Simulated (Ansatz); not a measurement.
# What TaO2 monolayer (2H) distorts into, part 3 of 3

Which phase does TaO2 monolayer (2H) fall into along its unstable mode, and how much energy does it gain?

Ansatz 0.2.0; DFT PBE, scalar-relativistic, plane waves, PAW.

So far. Step 4 (The mode frozen in, largest atomic shift 0.04 Å): The energy, extrapolated to zero smearing, is -4.03 meV/atom against the undistorted cell. Step 5 (Energy along the mode, all amplitudes (two of the runs …): The lowest of the steps tried is at 0.04 Å, 4.03 meV/atom below the parent; the bottom of the well need not coincide with a step.

### Step 7. The new phase in its own primitive cell

The relaxed structure is symmetrised, reduced to its primitive cell and relaxed tightly, as its phonons need.

Contents of input.yaml:

```yaml
crystal:
  lattice:
    - [2.9859306726, 0.0181239531, 0.0]
    - [-1.4772695325, 2.558678702, 0.0]
    - [0.0, 0.0, 28.7]
  atoms:
    - { symbol: Ta, position: [0.3221852706, 0.657901685, 0.3484320557] }
    - { symbol: O, position: [0.6852811576, 0.3394831847, 0.3896681563] }
    - { symbol: O, position: [0.6852811576, 0.3394831847, 0.3071959551] }
  periodic: [true, true, false]
kpoints:
  mp_grid: { grid: [16, 16, 1] }
hamiltonian:
  xc: pbe
scf:
  occupations: { method: methfessel_paxton, width: 0.15 }
output:
  forces: true
  stress: true
  eigenvalues: true
relax:
  adjacent_minimum: "off"
  f_tol: 0.001
  max_steps: 60
  cell: { stress_2d_tol: 0.002 }
```

Launch:

```console
$ ansatz run input.yaml --threads 8 --pin off --max-ram 14336MiB --backend cpu --events-out ev --progress --plain --runs-dir out
```

Numbers of over 12 decimals in the logs are rounded to 6 here.

The log of the run:

```text
[...]
Crystal: 3 atoms, lattice volume = 220.037 Å³
Basis set: ecut = 420 eV, 4183 PW (Γ), exchange–correlation on 40×40×384 points (8 copies of the dense FFT grid, shifted against one another)
Bands: 17, of which v1, the nominal top of the filled ones, is band 13 counted from 1 (12 counted from 0)
Symmetry: 2 space group operations
[...]
--- Relaxed structure (5 steps of the walk, 5 accepted, 2 SCFs on fresh bases) ---
[...]
cell:  # Å, volume = 220.0454 Å³
    - [2.986049, 0.018240, 0]
    - [-1.477228, 2.558613, 0]
    - [0, 0, 28.7]
  atoms:
    - { symbol: Ta, position: [0.322065, 0.657854, 0.3484320557] }
    - { symbol: O, position: [0.685341, 0.339507, 0.389668] }
    - { symbol: O, position: [0.685341, 0.339507, 0.307196] }
[key lines of the parts left out:]
SCF converged after 10 iterations
Free energy (F): -11069.093457 eV
Fermi energy:    -6.689589 eV
P = ½ c Tr σ = -0.0010 N/m
```

Run time: 56 s. Hardware: 8 threads of Arm Neoverse V2, shared host; peak memory 0.9 GiB; 7.1 min of CPU time.

Little changed from the start: no atom moved by 0.005 Å and no cell edge by 0.1 %.

The largest force component left is 0.13 meV/Å, within the tolerances set.

### Step 8. Modes of the new phase, k-mesh 16×16×1

A relaxed structure may still be a saddle point, so its zone-centre modes are computed. No field response is asked, since the mesh shows no gap.

input.yaml, the sections that differ from step 7:

```yaml
crystal:
  lattice:
    - [2.9860491268, 0.0182400401, 0.0]
    - [-1.4772282609, 2.5586128517, 0.0]
    - [0.0, 0.0, 28.7]
  atoms:
    - { symbol: Ta, position: [0.3220648593, 0.6578535874, 0.3484320557] }
    - { symbol: O, position: [0.6853413633, 0.3395072335, 0.3896684265] }
    - { symbol: O, position: [0.6853413633, 0.3395072335, 0.3071956849] }
  periodic: [true, true, false]
output:
  eigenvalues: true
phonons:
  method: dfpt
# kpoints, hamiltonian, scf: as in step 7
# relax: removed
```

The log of the run:

```text
[...]
Crystal: 3 atoms, lattice volume = 220.045 Å³
Basis set: ecut = 420 eV, 4183 PW (Γ), exchange–correlation on 40×40×384 points (8 copies of the dense FFT grid, shifted against one another)
Bands: 17, of which v1, the nominal top of the filled ones, is band 13 counted from 1 (12 counted from 0)
Symmetry: 2 space group operations
k-points: 130 of 256 (irreducible under 1 space group operation, time reversal used)
[...]
SCF iter   1: F=—  HF=-11069.091499 eV  |F-HF|=—  |Δ(HF+E_count)|=         —  Δρ=3.07e-3  dr2=1.11e-2  ethr=1.77e-3  ⟨swp⟩=11.7  Hψ=19103  notcnv=0
[...]
SCF iter  10: F=-11069.093457 eV  HF=-11069.093457 eV  |F-HF|=4.73e-11  |Δ(HF+E_count)|=  2.00e-10  S|Δr|=    0.00e0  Δρ=1.64e-8  dr2=2.17e-13  ethr=1.00e-12  ⟨swp⟩=15.8  Hψ=19087  notcnv=0
SCF 1 converged in 10 iterations: F = -11069.093457 eV  dr2 = 2.17e-13
[...]
DFPT response loops at Γ: preconditioner auto → none (partly filled bands, converged f_vac=0.812); β = 0.50; Broyden in place of MSR1
SCF converged after 10 iterations
[...]
Free energy (F): -11069.093457 eV
[...]
Internal energy: -11069.091688 eV  (E = F + TS)
E sigma→0 (E₀):  -11069.093015 eV
Entropy (-TS):   -0.001769 eV (-0.590 meV/atom)
Fermi energy:    -6.689589 eV
[...]
--- Band table (eV; the first three rows and the last of 130) ---
  k-point 0: bands = [... 9 lower, -10.7652, -10.0226, -9.0390, -5.0374, -3.6930, -2.9184, -2.7044, -2.6647]
  k-point 1: bands = [... 9 lower, -10.8246, -10.1266, -8.9809, -5.0823, -3.6280, -2.8194, -2.7645, -2.5818]
  k-point 2: bands = [... 9 lower, -10.9838, -10.3745, -8.8816, -5.3632, -3.3381, -2.8812, -2.4712, -2.3749]
  k-point 129: bands = [... 9 lower, -11.7012, -10.1158, -8.9328, -6.3220, -2.4003, -2.0097, -1.3457, 0.2480]
--- Phonons (Γ-DFPT): 9 representative perturbations + reference, on 130 of 256 k-points (Σ response iterations 51) ---
  ASR residual: 3.192e-5 → 0.000e0 eV/Å²; symmetrization residual: 7.070e-6 eV/Å²
[...]
ASR residual per site (eV/Å²): 1.65e-5 3.19e-5 6.56e-6
  Γ frequencies (cm⁻¹): 0.00 0.00 0.00 187.18 296.10 354.11 399.15 604.95 684.77
  non-analytic LO–TO correction: not included (Born effective charges unavailable; polar crystals: no LO–TO splitting at Γ)
```

Wall time 75 s (8 threads); peak memory 1.7 GiB.

This step gave:

```
sum-rule residual before enforcement                    : 3.19e-5 eV/Å²
highest optical mode at the zone centre (no LO-TO term) : 684.8 cm⁻¹
lowest optical zone-centre mode                         : 187.2 cm⁻¹
```

Patterns of degenerate modes are one choice out of their space. Modes at Γ, with each element's share of the kinetic energy:

| mode | frequency (cm⁻¹) | Ta % | O % |
| --- | --- | --- | --- |
| 1 | 0.0 | 85 | 15 |
| 2 | 0.0 | 85 | 15 |
| 3 | 0.0 | 85 | 15 |
| 4 | 187.2 | 15 | 85 |
| 5 | 296.1 | 0 | 100 |
| 6 | 354.1 | 15 | 85 |
| 7 | 399.1 | 0 | 100 |
| 8 | 605.0 | 15 | 85 |
| 9 | 684.8 | 0 | 100 |

Displacements in mode 4 (187.2 cm⁻¹), the largest set to 1:
```
Ta1  0.10 -0.18  0.00
O2  -0.58  1.00  0.00
O3  -0.58  1.00  0.00
```

Displacements in mode 9 (684.8 cm⁻¹), the largest set to 1:
```
Ta1 -0.01 -0.01  0.00
O2   0.07  0.04 -1.00
O3   0.07  0.04  1.00
```

Before it was imposed, the acoustic sum rule was missed by 3.2e-5 eV/Å². Small misses are needed for a sound result but don't prove that mesh and cutoff are converged. The lowest optical mode is real, 187 cm⁻¹.

### Step 9. What came out

* unstable mode of the parent: q = (0, 0, 0), 385i cm⁻¹
* depth at the lowest point sampled: 4.03 meV/atom
* largest atomic shift at that point: 0.04 Å
* space group reached (within 0.01 Å): Amm2
* energy gained over the parent (first relaxation, on the mesh of the frozen mode): 6.85 meV/atom
* area per atom, phase reached: 2.56 Å²
* lowest optical zone-centre mode, phase reached: 187 cm⁻¹
* highest optical mode at the zone centre (no LO-TO term), phase reached: 685 cm⁻¹

**Reading.** Along this mode the structure falls into Amm2, 6.85 meV/atom below the parent. At the parent's cell the well is 4.034 meV/atom deep on the steps tried, with its lowest point at a shift of 0.04 Å. Relaxing atoms and cell changes the gain by +2.81 meV/atom against the lowest step (energies at zero smearing). The new phase has no imaginary mode at the zone centre of its cell; other wavevectors were not checked. Of the 2 patterns followed to their end from this parent, this one reaches the lowest energy. Each path keeps the symmetry of its pattern, so a lower phase may lie along a pattern not tried. With no gap, or one that is small against the smearing, the frequencies hang on the k mesh and the smearing, most of all near Kohn anomalies. The phonon runs are without spin polarisation, although the cell has an odd electron count. In a sheet or slab the interpolated bending branch near Γ is rough, since the rotational sum rule isn't imposed. Spin-orbit coupling is left out, which can matter for the heavy elements here. A phonon run warned that its eigensolver left some bands unconverged in a pass. The starting cell was built on a prototype and not taken from a measurement.

[Logs are printed without paths, hosts, clocks, repeated set-up lines and the standing remarks that a program may print on its own settings, such as how far it seeks lower states.]

[Hosts, paths, dates, database ids (printed as entryN), source tags and the programs' standing remarks are cut or masked in the printed files.]
